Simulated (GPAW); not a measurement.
# TePb (Fm-3m) in GPAW: settings compared, part 2 of 2

GPAW 26.7.0. Earlier steps stand in the parts before.

### 3 Band structure, rSCAN, spin-orbit coupling, no magnetisation

run.py reads:

```python
import numpy as np
from ase import Atoms
from ase.dft.bandgap import bandgap
from ase.io import write
from ase.units import GPa
from gpaw import GPAW, PW
from gpaw.spinorbit import soc_eigenstates

atoms = Atoms(['Pb', 'Te'],
              cell=[[0.0, 3.231, 3.231],
                    [3.231, 0.0, 3.231],
                    [3.231, 3.231, 0.0]],
              scaled_positions=[[0.0, 0.0, 0.0],
                                [0.5, 0.5, 0.5]],
              pbc=True)

calc = GPAW(mode=PW(600),
            xc='MGGA_X_RSCAN+MGGA_C_RSCAN',
            kpts={'size': (6, 6, 6), 'gamma': True},
            occupations={'name': 'fermi-dirac', 'width': 0.05},
            nbands=19,
            convergence={'density': 1e-05, 'energy': 1e-05},
            maxiter=150,
            txt='gpaw.txt')
atoms.calc = calc
energy = atoms.get_potential_energy()
forces = atoms.get_forces()
stress = atoms.get_stress()
calc.write('gs.gpw')
write('result.traj', atoms)
print(f'Energy: {energy:.6f} eV')
print('Forces (eV/A):')
print(forces.round(4))
print('Stress (GPa):', (stress / GPa).round(3))
print('Fermi level:', round(calc.get_fermi_level(), 4), 'eV')
print(f'Gap: {bandgap(calc)[0]:.4f} eV, direct: {bandgap(calc, direct=True)[0]:.4f} eV')

path = atoms.cell.bandpath('GXWKGLUWLK,UX', npoints=60, eps=1e-4)
bs_calc = calc.fixed_density(kpts=path, symmetry='off', nbands=32,
                             convergence={'bands': 'CBM+6.0', 'eigenstates': 1e-6}, txt='bands.txt')
bs = bs_calc.band_structure()
bs.write('bs.json')
print(f'Gap on the path: {bandgap(bs_calc)[0]:.4f} eV')

soc = soc_eigenstates(bs_calc, theta=0, phi=0, ignore_xc_potential=True)
np.savetxt('soc_bands.dat', soc.eigenvalues(), fmt='%.4f')
mesh = soc_eigenstates('gs.gpw', theta=0, phi=0, ignore_xc_potential=True)
np.savetxt('soc_mesh.dat', mesh.eigenvalues(), fmt='%.4f')
print('Fermi level with spin-orbit coupling:', round(mesh.fermi_level, 4), 'eV')
```

Potentials or basis: GPAW PAW data sets (gpaw-data 1.2.1), pw.

Run with:

```
$ OMP_NUM_THREADS=1 python run.py
```

Wall time 3 min (1 thread of Intel Xeon Platinum 8488C (Sapphire Rapids), shared host); peak memory 0.46 GiB.

The run converged. Its results:

| Quantity | Value |
| --- | --- |
| Free energy | -104.8877 eV |
| Pressure | 1.5 GPa |
| Band gap on the k mesh | 0.16 eV, direct |
| Band gap along the path | 0.19 eV, indirect (least direct gap 0.21 eV) |

Levels at the corners of the path, in eV from the valence-band top:
```csv
point,band 18,band 19,band 20,band 21,band 22,band 23
Γ,-1.03,-1.03,-1.03,2.58,2.58,5.25
X,-3.37,-2.53,-2.53,3.66,3.66,4.71
W,-3.91,-0.36,-0.36,1.72,1.72,5.62
K,-2.70,-1.88,-1.88,3.23,3.23,4.48
Γ,-1.03,-1.03,-1.03,2.58,2.58,5.25
L,-0.68,-0.03,-0.03,0.19,0.19,1.66
U,-2.70,-1.88,-1.88,3.23,3.23,4.48
W,-3.91,-0.36,-0.36,1.72,1.72,5.62
L,-0.68,-0.03,-0.03,0.19,0.19,1.66
K,-2.70,-1.88,-1.88,3.23,3.23,4.48
U,-2.70,-1.88,-1.88,3.23,3.23,4.48
X,-3.37,-2.53,-2.53,3.66,3.66,4.71
```

Caveat: spin-orbit coupling was added after a scalar SCF, so levels and gaps hold it while energy, forces, pressure and moments don't; this program's spin-orbit splittings come out too wide for heavy elements; the PAW data sets were made with another functional, which shifts forces and pressure a little.

### 4 Band structure, MS2, spin-orbit coupling, no magnetisation

run.py reads:

```python
import numpy as np
from ase.dft.bandgap import bandgap
from ase.io import write
from ase.spacegroup import crystal
from ase.units import GPa
from gpaw import GPAW, PW
from gpaw.spinorbit import soc_eigenstates

# Pb 4a
# Te 4b
atoms = crystal(['Pb', 'Te'],
                basis=[[0.0, 0.0, 0.0],
                       [0.5, 0.0, 0.0]],
                spacegroup=225, setting=1,  # Fm-3m
                cellpar=[6.462, 6.462, 6.462, 90.0, 90.0, 90.0],
                primitive_cell=True)

calc = GPAW(mode=PW(600),
            xc='MGGA_X_MS2+GGA_C_REGTPSS',
            kpts={'size': (6, 6, 6), 'gamma': True},
            occupations={'name': 'fermi-dirac', 'width': 0.05},
            nbands=19,
            convergence={'density': 1e-05, 'energy': 1e-05},
            maxiter=150,
            txt='gpaw.txt')
atoms.calc = calc
energy = atoms.get_potential_energy()
forces = atoms.get_forces()
stress = atoms.get_stress()
calc.write('gs.gpw')
write('result.traj', atoms)
print(f'Energy: {energy:.6f} eV')
print('Forces (eV/A):')
print(forces.round(4))
print('Stress (GPa):', (stress / GPa).round(3))
print('Fermi level:', round(calc.get_fermi_level(), 4), 'eV')
print(f'Gap: {bandgap(calc)[0]:.4f} eV, direct: {bandgap(calc, direct=True)[0]:.4f} eV')

path = atoms.cell.bandpath('GXWKGLUWLK,UX', npoints=100, eps=1e-4)
bs_calc = calc.fixed_density(kpts=path, symmetry='off', nbands=32,
                             convergence={'bands': 'CBM+6.0', 'eigenstates': 1e-6}, txt='bands.txt')
bs = bs_calc.band_structure()
bs.write('bs.json')
print(f'Gap on the path: {bandgap(bs_calc)[0]:.4f} eV')

soc = soc_eigenstates(bs_calc, theta=90, phi=45, ignore_xc_potential=True)
np.savetxt('soc_bands.dat', soc.eigenvalues(), fmt='%.4f')
mesh = soc_eigenstates('gs.gpw', theta=90, phi=45, ignore_xc_potential=True)
np.savetxt('soc_mesh.dat', mesh.eigenvalues(), fmt='%.4f')
print('Fermi level with spin-orbit coupling:', round(mesh.fermi_level, 4), 'eV')
```

Run with:

```
$ OMP_NUM_THREADS=1 python run.py
```

Wall time 3.4 min (1 thread of AMD EPYC 9R14 (Zen 4), shared host); peak memory 0.54 GiB.

Results (log left out):

| Quantity | Value |
| --- | --- |
| Free energy | 35.7562 eV |
| Pressure | -0.5 GPa |
| Band gap on the k mesh | 0.21 eV, indirect (least direct gap 0.33 eV) |
| Band gap along the path | 0.17 eV, indirect (least direct gap 0.31 eV) |

Levels at the corners of the path, in eV from the valence-band top:
```csv
point,band 17,band 18,band 19,band 20,band 21,band 22,band 23,band 24
Γ,-0.98,-0.98,-0.98,-0.98,2.35,2.36,4.95,4.96
X,-3.33,-3.33,-2.49,-2.49,3.27,3.27,4.44,4.44
W,-3.87,-3.87,-0.34,-0.34,1.50,1.50,5.24,5.24
K,-2.68,-2.68,-1.87,-1.87,3.01,3.01,4.18,4.18
Γ,-0.98,-0.98,-0.98,-0.98,2.35,2.36,4.95,4.96
L,-0.65,-0.65,-0.23,-0.22,0.17,0.17,1.39,1.39
U,-2.68,-2.68,-1.87,-1.87,3.01,3.01,4.18,4.18
W,-3.87,-3.87,-0.34,-0.34,1.50,1.50,5.24,5.24
L,-0.65,-0.65,-0.23,-0.22,0.17,0.17,1.39,1.39
K,-2.68,-2.68,-1.87,-1.87,3.01,3.01,4.18,4.18
U,-2.68,-2.68,-1.87,-1.87,3.01,3.01,4.18,4.18
X,-3.33,-3.33,-2.49,-2.49,3.27,3.27,4.44,4.44
```

Caveat: spin-orbit coupling was added after a scalar SCF, so levels and gaps hold it while energy, forces, pressure and moments don't; this program's spin-orbit splittings come out too wide for heavy elements; the PAW data sets were made with another functional, which shifts forces and pressure a little.

### 5 Overview

| level | band points | spin axis theta (degrees) | spin axis phi (degrees) | gap on the mesh (eV) | pressure (GPa) |
| --- | --- | --- | --- | --- | --- |
| mBEEF | 80 | 0 | 0 | 0.27 | 0.4 |
| rSCAN | 60 | 0 | 0 | 0.16 | 1.5 |
| MS2 | 100 | 90 | 45 | 0.21 | -0.5 |

Alike in all rows: task band structure; potentials or basis GPAW PAW data sets (gpaw-data 1.2.1), pw; spin SOC, no magnetisation; cell as given; k mesh 6 × 6 × 6; cutoff (eV) 600; smearing fermi-dirac 0.05 eV.

On the cell as given the gap runs from 0.16 eV (rSCAN) to 0.22 eV (mBEEF). The pressure there spans -0.5 GPa (MS2) to 1.5 GPa (rSCAN); a positive pressure means that this level wants a larger cell, a negative one a smaller.

Caveats: spin-orbit coupling was added after a scalar SCF, so levels and gaps hold it while energy, forces, pressure and moments don't; this program's spin-orbit splittings come out too wide for heavy elements; the PAW data sets were made with another functional, which shifts forces and pressure a little.

Total energies depend on the potentials used, so only differences within one code and one set of settings carry meaning.

### 6 How close it comes

Step 2. Measured direct gap of TePb: 0.19 eV (direct; 4.2 K; a printed reference work, monograph). This calculation gives 0.31 eV (+0.12 eV). The value is that of mBEEF, without temperature or zero-point motion.

Step 3. Against the measured gap of TePb, 0.19 eV (direct; 4.2 K; a printed reference work, monograph), the calculated 0.16 eV is off by -0.03 eV. The value is that of rSCAN on a finite k mesh, which can miss the band edges, without temperature or zero-point motion.

Step 4. Measured direct gap of TePb: 0.19 eV (direct; 4.2 K; a printed reference work, monograph). This calculation gives 0.31 eV (+0.12 eV). The value is that of MS2, without temperature or zero-point motion.
